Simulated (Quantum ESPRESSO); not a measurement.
# CoO (Pm-3m) in Quantum ESPRESSO: further runs

One crystal, CoO, is run at these levels: LDA, PBE, PBEsol, revPBE, RPBE, BLYP; tasks: phonons.

All numbers are computed with Quantum ESPRESSO 7.5; they aren't measurements. Logs are shortened: lines on timing, memory, paths and dates and some standing lists are left out, and cuts for length are marked.

### Step 1. The crystal as given

Symmetry: Pm-3m, No. 221, cubic system. The conventional cell has a = 2.571 Å, b = 2.571 Å, c = 2.571 Å, α = 90.00°, β = 90.00°, γ = 90.00°. Around Co (site symmetry m-3m) lie 8 O at 2.23 Å. O (site symmetry m-3m) has 8 Co at 2.23 Å as nearest neighbours.

Measurements of this composition are mostly on another form, of space group No. 225.

### Step 2. Phonons, LDA, collinear spin, ferromagnetic start

Contents of pw.in:

```
&CONTROL
  calculation = 'scf'
  prefix = 'pwscf'
  outdir = './tmp'
  pseudo_dir = './pseudo'
  tprnfor = .true.
  tstress = .true.
  disk_io = 'low'
/
&SYSTEM
  ibrav = 0
  A = 2.57052631
  nat = 2
  ntyp = 2
  ecutwfc = 96
  nbnd = 21
  occupations = 'smearing'
  smearing = 'fd'
  degauss = 0.00367493
  nspin = 2
  starting_magnetization(1) = 0.1176
  starting_magnetization(2) = 0
/
&ELECTRONS
  conv_thr = 4d-10
  electron_maxstep = 120
  mixing_beta = 0.3
/
ATOMIC_SPECIES
Co    58.9332 Co.upf
O     15.9990 O.upf
CELL_PARAMETERS alat
   1.0000000000    0.0000000000    0.0000000000
   0.0000000000    1.0000000000    0.0000000000
   0.0000000000    0.0000000000    1.0000000000
ATOMIC_POSITIONS alat
Co     0.0000000000    0.0000000000    0.0000000000
O      0.5000000000    0.5000000000    0.5000000000
K_POINTS automatic
6 6 6 1 1 1
```

Contents of relax.in:

```
&CONTROL
  calculation = 'vc-relax'
  prefix = 'pwscf'
  outdir = './tmp'
  pseudo_dir = './pseudo'
  tprnfor = .true.
  tstress = .true.
  disk_io = 'low'
  nstep = 40
  forc_conv_thr = 0.0001
  etot_conv_thr = 1d-06
/
&SYSTEM
  ibrav = 0
  A = 2.57052631
  nat = 2
  ntyp = 2
  ecutwfc = 96
  nbnd = 21
  occupations = 'smearing'
  smearing = 'fd'
  degauss = 0.00367493
  nspin = 2
  starting_magnetization(1) = 0.1176
  starting_magnetization(2) = 0
/
&ELECTRONS
  conv_thr = 4d-10
  electron_maxstep = 120
  mixing_beta = 0.3
/
&IONS
  ion_dynamics = 'bfgs'
/
&CELL
  cell_dynamics = 'bfgs'
  press = 0
  press_conv_thr = 0.2
/
ATOMIC_SPECIES
Co    58.9332 Co.upf
O     15.9990 O.upf
CELL_PARAMETERS alat
   1.0000000000    0.0000000000    0.0000000000
   0.0000000000    1.0000000000    0.0000000000
   0.0000000000    0.0000000000    1.0000000000
ATOMIC_POSITIONS alat
Co     0.0000000000    0.0000000000    0.0000000000
O      0.5000000000    0.5000000000    0.5000000000
K_POINTS automatic
6 6 6 1 1 1
```

Contents of scf2.in:

```
&CONTROL
  calculation = 'scf'
  prefix = 'pwscf'
  outdir = './tmp'
  pseudo_dir = './pseudo'
  tprnfor = .true.
  tstress = .true.
  disk_io = 'low'
/
&SYSTEM
  ibrav = 0
  A = 2.53762668
  nat = 2
  ntyp = 2
  ecutwfc = 96
  nbnd = 21
  occupations = 'smearing'
  smearing = 'fd'
  degauss = 0.00367493
  nspin = 2
  starting_magnetization(1) = 0.1176
  starting_magnetization(2) = 0
/
&ELECTRONS
  conv_thr = 1d-13
  electron_maxstep = 120
  mixing_beta = 0.3
  startingpot = 'file'
  startingwfc = 'file'
/
ATOMIC_SPECIES
Co    58.9332 Co.upf
O     15.9990 O.upf
CELL_PARAMETERS alat
   0.9999999990    0.0000000000    0.0000000000
   0.0000000000    0.9999999990    0.0000000000
   0.0000000000    0.0000000000    0.9999999990
ATOMIC_POSITIONS alat
Co     0.0000000000    0.0000000000    0.0000000000
O      0.4999999995    0.4999999995    0.4999999995
K_POINTS automatic
6 6 6 1 1 1
```

Contents of ph.in:

```
phonons of CoO
&INPUTPH
  prefix = 'pwscf'
  outdir = './tmp'
  tr2_ph = 1d-16
  fildyn = 'dyn'
  niter_ph = 60
  alpha_mix(1) = 0.4
/
0.0000000000 0.0000000000 0.0000000000
```

Contents of dynmat.in:

```
&INPUT
  fildyn = 'dyn'
  asr = 'crystal'
  filout = 'dynmat.disp'
  fileig = 'dynmat.eig'
/
```

Potentials or basis: PseudoDojo 0.4.1 SR LDA standard.

Started as:

```bash
> OMP_NUM_THREADS=1 pw.x -in pw.in > pw.out
> OMP_NUM_THREADS=1 pw.x -in relax.in > relax.out
> OMP_NUM_THREADS=1 pw.x -in scf2.in > scf2.out
> OMP_NUM_THREADS=1 ph.x -in ph.in > ph.out
> OMP_NUM_THREADS=1 dynmat.x -in dynmat.in > dynmat.out
```

pw.out:

```text
This program is part of the open-source Quantum ESPRESSO suite
     for quantum simulation of materials; please cite
[... 9 lines left out ...]
     --------------------
     sticks:   dense  smooth     PW     G-vecs:    dense   smooth      PW
     Sum         725     725    221                14531    14531    2373

     Using Slab Decomposition

     bravais-lattice index     =            0
     lattice parameter (alat)  =       4.8576  a.u.
     unit-cell volume          =     114.6206 (a.u.)^3
     number of atoms/cell      =            2
     number of atomic types    =            2
     number of electrons       =        23.00
     number of Kohn-Sham states=           21
     kinetic-energy cutoff     =      96.0000  Ry
     charge density cutoff     =     384.0000  Ry
     scf convergence threshold =      4.0E-10
     mixing beta               =       0.3000
     number of iterations used =            8  plain     mixing
     Exchange-correlation= SLA  PW   NOGX NOGC
                           (   1   4   0   0   0   0   0)

     celldm(1)=   4.857591  celldm(2)=   0.000000  celldm(3)=   0.000000
     celldm(4)=   0.000000  celldm(5)=   0.000000  celldm(6)=   0.000000

     crystal axes: (cart. coord. in units of alat)
               a(1) = (   1.000000   0.000000   0.000000 )
               a(2) = (   0.000000   1.000000   0.000000 )
               a(3) = (   0.000000   0.000000   1.000000 )

     reciprocal axes: (cart. coord. in units 2 pi/alat)
               b(1) = (  1.000000  0.000000  0.000000 )
               b(2) = (  0.000000  1.000000  0.000000 )
               b(3) = (  0.000000  0.000000  1.000000 )

     PseudoPot. # 1 for Co read from file:
     Co.upf
     Pseudo is Norm-conserving + core correction, Zval = 17.0
     Generated using ONCVPSP code by D. R. Hamann
     Using radial grid of 1372 points,  6 beta functions with:
                l(1) =   0
                l(2) =   0
                l(3) =   1
                l(4) =   1
                l(5) =   2
                l(6) =   2

     PseudoPot. # 2 for O  read from file:
     O.upf
     Pseudo is Norm-conserving + core correction, Zval =  6.0
     Generated using ONCVPSP code by D. R. Hamann
     Using radial grid of  926 points,  5 beta functions with:
                l(1) =   0
                l(2) =   0
                l(3) =   1
                l(4) =   1
                l(5) =   2

     atomic species   valence    mass     pseudopotential
     Co               17.00    58.93320     Co( 1.00)
     O                 6.00    15.99900     O ( 1.00)

     Starting magnetic structure
     atomic species   magnetization
     Co              0.118
     O               0.000

     48 Sym. Ops., with inversion, found

   Cartesian axes

     site n.     atom                  positions (alat units)
         1        Co     tau(   1) = (   0.0000000   0.0000000   0.0000000  )
         2        O      tau(   2) = (   0.5000000   0.5000000   0.5000000  )

     number of k points=    10  Fermi-Dirac smearing, width (Ry)=  0.0037
                       cart. coord. in units 2pi/alat
        k(    1) = (   0.0833333   0.0833333   0.0833333), wk =   0.0370370
        k(    2) = (   0.0833333   0.0833333   0.2500000), wk =   0.1111111
        k(    3) = (   0.0833333   0.0833333   0.4166667), wk =   0.1111111
        k(    4) = (   0.0833333   0.2500000   0.2500000), wk =   0.1111111
        k(    5) = (   0.0833333   0.2500000   0.4166667), wk =   0.2222222
        k(    6) = (   0.0833333   0.4166667   0.4166667), wk =   0.1111111
        k(    7) = (   0.2500000   0.2500000   0.2500000), wk =   0.0370370
        k(    8) = (   0.2500000   0.2500000   0.4166667), wk =   0.1111111
        k(    9) = (   0.2500000   0.4166667   0.4166667), wk =   0.1111111
        k(   10) = (   0.4166667   0.4166667   0.4166667), wk =   0.0370370

     Dense  grid:    14531 G-vectors     FFT dimensions: (  32,  32,  32)

     Generating pointlists ...
     new r_m :   0.3572 (alat units)  1.7353 (a.u.) for type    1
     new r_m :   0.3572 (alat units)  1.7353 (a.u.) for type    2

     Initial potential from superposition of free atoms

     starting charge      22.9998, renormalised to      23.0000
     Starting wfcs are   14 randomized atomic wfcs +    7 random wfcs

     Self-consistent Calculation

     iteration #  1     ecut=    96.00 Ry     beta= 0.30
     Davidson diagonalization with overlap
     ethr =  1.00E-02,  avg # of iterations =  5.1

     Threshold (ethr) on eigenvalues was too large:
     Diagonalizing with lowered threshold

     Davidson diagonalization with overlap
     ethr =  6.53E-04,  avg # of iterations =  1.0

     total energy              =    -338.50979947 Ry
     estimated scf accuracy    <       0.15029854 Ry

     total magnetization       =     2.60 Bohr mag/cell
     absolute magnetization    =     2.60 Bohr mag/cell

     iteration #  2     ecut=    96.00 Ry     beta= 0.30
     Davidson diagonalization with overlap
     ethr =  6.53E-04,  avg # of iterations =  1.1

     total energy              =    -338.52016879 Ry
     estimated scf accuracy    <       0.12519205 Ry

     total magnetization       =     1.83 Bohr mag/cell
     absolute magnetization    =     1.83 Bohr mag/cell

     iteration #  3     ecut=    96.00 Ry     beta= 0.30
     Davidson diagonalization with overlap
     ethr =  5.44E-04,  avg # of iterations =  1.0

     total energy              =    -338.53918444 Ry
     estimated scf accuracy    <       0.01807635 Ry

     total magnetization       =     2.41 Bohr mag/cell
     absolute magnetization    =     2.41 Bohr mag/cell

     iteration #  4     ecut=    96.00 Ry     beta= 0.30
     Davidson diagonalization with overlap
     ethr =  7.86E-05,  avg # of iterations =  1.0
[... 91 lines left out ...]
     total energy              =    -338.54577858 Ry
     estimated scf accuracy    <       0.00000015 Ry

     total magnetization       =     3.00 Bohr mag/cell
     absolute magnetization    =     3.01 Bohr mag/cell

     iteration # 14     ecut=    96.00 Ry     beta= 0.30
     Davidson diagonalization with overlap
     ethr =  6.34E-10,  avg # of iterations =  1.1

     total energy              =    -338.54577860 Ry
     estimated scf accuracy    <          5.9E-09 Ry

     total magnetization       =     3.00 Bohr mag/cell
     absolute magnetization    =     3.01 Bohr mag/cell

     iteration # 15     ecut=    96.00 Ry     beta= 0.30
     Davidson diagonalization with overlap
     ethr =  2.58E-11,  avg # of iterations =  1.0

     Magnetic moment per site  (integrated on atomic sphere of radius R)
     atom   1 (R=0.357)  charge= 14.8703  magn=  2.4372
     atom   2 (R=0.357)  charge=  5.9030  magn=  0.5072

     End of self-consistent calculation

 ------ SPIN UP ------------

          k = 0.0833 0.0833 0.0833 (  1830 PWs)   bands (ev):

   -79.8478 -43.5458 -43.5450 -43.5450  -4.2910  11.3484  11.3484  11.7352
    12.9195  12.9195  14.0921  14.0921  14.1899  18.4471  31.2039  31.2039
    35.3675  37.3581  37.3581  44.6417  44.6417

          k = 0.0833 0.0833 0.2500 (  1823 PWs)   bands (ev):

   -79.8425 -43.5995 -43.5408 -43.5403  -3.7467   9.2311  11.3348  11.6939
    12.2424  13.4919  13.7771  14.6936  15.0967  20.2795  28.7145  31.5069
    34.6721  35.4833  40.6827  42.2456  43.6473

          k = 0.0833 0.0833 0.4167 (  1831 PWs)   bands (ev):

   -79.8371 -43.6534 -43.5361 -43.5356  -3.0965   7.3696  11.1348  11.5347
    12.1067  13.7494  14.3870  15.0972  15.7805  22.3286  25.3054  32.1016
    33.4235  34.4070  40.6440  43.1958  45.8093

          k = 0.0833 0.2500 0.2500 (  1832 PWs)   bands (ev):

   -79.8372 -43.5952 -43.5929 -43.5360  -3.2929   9.3620  10.1981  11.7175
    12.4853  13.3250  13.8838  14.2183  15.2698  21.5686  28.8139  29.1015
    34.5617  35.5826  40.1426  42.4403  44.9285

          k = 0.0833 0.2500 0.4167 (  1815 PWs)   bands (ev):

   -79.8318 -43.6472 -43.5886 -43.5314  -2.7670   8.1608  10.2881  11.9434
    12.4418  13.4131  13.7547  14.4689  15.4534  22.8062  25.7681  29.3512
    34.2754  35.7380  40.5079  43.0425  45.3451
[... 9 lines left out ...]
   -79.8319 -43.5909 -43.5877 -43.5877  -2.8767   9.9683   9.9683  10.2442
    13.0492  13.0492  13.4943  15.0844  15.0844  22.0064  28.3707  28.3707
    33.1117  36.9485  36.9485  45.8665  46.7455

          k = 0.2500 0.2500 0.4167 (  1815 PWs)   bands (ev):

   -79.8266 -43.6412 -43.5844 -43.5824  -2.3973   8.5867   9.7349  11.1175
    13.0121  13.2968  13.4750  14.7601  15.7840  22.7354  25.8943  27.3721
    34.7667  35.8058  37.9166  42.7761  47.7435

          k = 0.2500 0.4167 0.4167 (  1804 PWs)   bands (ev):

   -79.8214 -43.6355 -43.6349 -43.5783  -1.9755   8.8691   8.9322  10.3909
    13.2310  13.9342  14.0752  14.8581  15.6596  22.4906  25.4330  25.6520
    35.3164  36.0401  38.3844  39.4402  50.1867

          k = 0.4167 0.4167 0.4167 (  1826 PWs)   bands (ev):

   -79.8162 -43.6299 -43.6292 -43.6292  -1.4813   8.5719   8.5719   8.9054
    14.3507  14.3507  15.0123  15.7698  15.7698  22.7185  23.7394  23.7394
    33.0274  37.9499  37.9499  37.9840  52.6258

 ------ SPIN DOWN ----------

          k = 0.0833 0.0833 0.0833 (  1830 PWs)   bands (ev):

   -77.4640 -41.0497 -41.0486 -41.0486  -3.5384  12.7224  12.7465  12.7465
    14.4625  14.4625  16.4983  16.4983  16.5974  19.2692  31.9606  31.9606
    36.0530  37.9876  37.9876  45.1285  45.1285

          k = 0.0833 0.0833 0.2500 (  1823 PWs)   bands (ev):

   -77.4583 -41.1088 -41.0441 -41.0434  -2.9671  10.0627  12.7176  12.9304
    14.1243  15.4644  16.2776  16.8916  17.2081  21.1294  29.5634  32.1684
    35.2902  35.9453  41.1723  42.8813  44.2393

          k = 0.0833 0.0833 0.4167 (  1831 PWs)   bands (ev):

   -77.4525 -41.1682 -41.0389 -41.0383  -2.2776   8.0549  12.5810  12.9235
    14.0545  16.3207  16.5528  17.1199  17.8010  23.0752  26.1650  32.6485
    33.7900  34.9910  41.3204  43.8529  46.2657

          k = 0.0833 0.2500 0.2500 (  1832 PWs)   bands (ev):

   -77.4526 -41.1040 -41.1012 -41.0387  -2.4873  10.2357  11.1138  13.0383
    14.4691  15.6285  16.2513  16.3942  17.3591  22.4563  29.5800  29.9353
    35.0750  36.1185  40.5898  43.1231  45.4826

          k = 0.0833 0.2500 0.4167 (  1815 PWs)   bands (ev):

   -77.4469 -41.1611 -41.0965 -41.0336  -1.9254   8.8702  11.3223  13.2866
    14.3823  15.8720  16.0787  16.6759  17.4486  23.6838  26.5179  30.1227
    34.7332  36.4003  41.1254  43.5894  45.8589
[... 9 lines left out ...]
   -77.4469 -41.0993 -41.0954 -41.0954  -2.0477  10.9871  11.0487  11.0487
    15.1788  15.1788  15.9913  17.2630  17.2630  22.8220  29.1581  29.1581
    33.8340  37.4502  37.4502  46.6656  47.3602

          k = 0.2500 0.2500 0.4167 (  1815 PWs)   bands (ev):

   -77.4413 -41.1544 -41.0919 -41.0896  -1.5365   9.3806  10.9599  11.9641
    15.0421  15.6891  15.7800  17.0222  17.9201  23.5661  26.5985  28.0960
    35.5492  36.3657  38.6200  43.5383  48.2523

          k = 0.2500 0.4167 0.4167 (  1804 PWs)   bands (ev):

   -77.4357 -41.1479 -41.1473 -41.0850  -1.0889   9.8243   9.8912  11.5480
    15.2389  16.1861  16.3184  17.1389  17.7714  23.3244  26.0853  26.3165
    36.1259  36.7916  39.1339  40.2166  50.6197

          k = 0.4167 0.4167 0.4167 (  1826 PWs)   bands (ev):

   -77.4301 -41.1417 -41.1408 -41.1408  -0.5739   9.6773   9.6773   9.9564
    16.6000  16.6000  17.1469  17.9655  17.9655  23.3319  24.2872  24.2872
    33.8753  38.7705  38.7705  38.8301  53.2223

     the Fermi energy is    16.0251 ev

!    total energy              =    -338.54577860 Ry
     estimated scf accuracy    <          1.6E-10 Ry
     smearing contrib. (-TS)   =      -0.00091477 Ry
     internal energy E=F+TS    =    -338.54486384 Ry

     The total energy is F=E-TS. E is the sum of the following terms:
     one-electron contribution =    -135.16953094 Ry
     hartree contribution      =      83.95991520 Ry
     xc contribution           =     -63.82596524 Ry
     ewald contribution        =    -223.50928286 Ry

     total magnetization       =     3.00 Bohr mag/cell
     absolute magnetization    =     3.01 Bohr mag/cell

     convergence has been achieved in  15 iterations

     Forces acting on atoms (cartesian axes, Ry/au):

     atom    1 type  1   force =     0.00000000    0.00000000    0.00000000
     atom    2 type  2   force =     0.00000000    0.00000000    0.00000000

     Total force =     0.000000     Total SCF correction =     0.000000

     Computing stress (Cartesian axis) and pressure

          total   stress  (Ry/bohr**3)                   (kbar)     P=      -90.60
  -0.00061587   0.00000000   0.00000000          -90.60        0.00        0.00
   0.00000000  -0.00061587   0.00000000            0.00      -90.60        0.00
   0.00000000   0.00000000  -0.00061587            0.00        0.00      -90.60

=------------------------------------------------------------------------------=
   JOB DONE.
=------------------------------------------------------------------------------=
```

Wall time 5.3 min (1 thread of Arm Neoverse N1, shared host); peak memory 0.06 GiB.

Results:

```
Free energy                                           : -4606.1686 eV
Relaxed volume                                        : 8.17 Å³/atom
Relaxed cell                                          : a = 2.538 Å, b = 2.538 Å, c = 2.538 Å, α = 90.00°, β = 90.00°, γ = 90.00°
Space group after relaxing (to 0.05 Å)                : Pm-3m (No. 221)
Pressure after relaxing                               : 0.0 GPa
Band gap on the k mesh                                : none (metal or under the smearing width)
Net moment                                            : 2.98 μB per cell
Absolute moment                                       : 3.00 μB per cell
Site moments                                          : Co +2.42; O +0.51 μB
Valence electrons inside the program's atomic spheres : Co 14.87; O 5.90
Highest phonon frequency at Γ                         : 7 cm⁻¹
Most unstable mode                                    : 78i cm⁻¹
```

Step by step:
```csv
step,energy change (eV),largest force (eV/Å),pressure (GPa),volume (Å³)
1,0.0000,0.0000,-9.06,16.99
2,-0.0180,0.0000,2.03,16.21
3,-0.0188,0.0000,-0.12,16.35
4,-0.0188,0.0000,0.00,16.34
```

Final structure:
```yaml
crystal:
  lattice:
    - [2.53763, 0.00000, 0.00000]
    - [0.00000, 2.53763, 0.00000]
    - [0.00000, 0.00000, 2.53763]
  atoms:
    - { symbol: Co, position: [0.00000, 0.00000, 0.00000] }
    - { symbol: O, position: [0.50000, 0.50000, 0.50000] }
```

Phonon frequencies in cm⁻¹ (negative: imaginary):
| q point | frequencies |
| --- | --- |
| (0.000, 0.000, 0.000) | -78 -78 -78 7 7 7 |

Optical modes at Γ, degenerate ones joined:
```
cm⁻¹  components  symmetry  active in
 77i           3       T1u         IR
```

Caveat: the k mesh is coarse (spacing up to 0.41 Å⁻¹), so the values aren't converged; the mesh is thin for the phonons of a metal; some modes are imaginary; a cell with one magnetic atom can't hold antiferromagnetic order, which such compounds often take; semilocal functionals often make such compounds metallic where correlation or magnetic order opens a gap, which also shifts bond lengths. With open d or f shells a metallic result of LDA can be an artefact of self-interaction; +U or a hybrid may open a gap.

(Continued in part 2 of 5.)
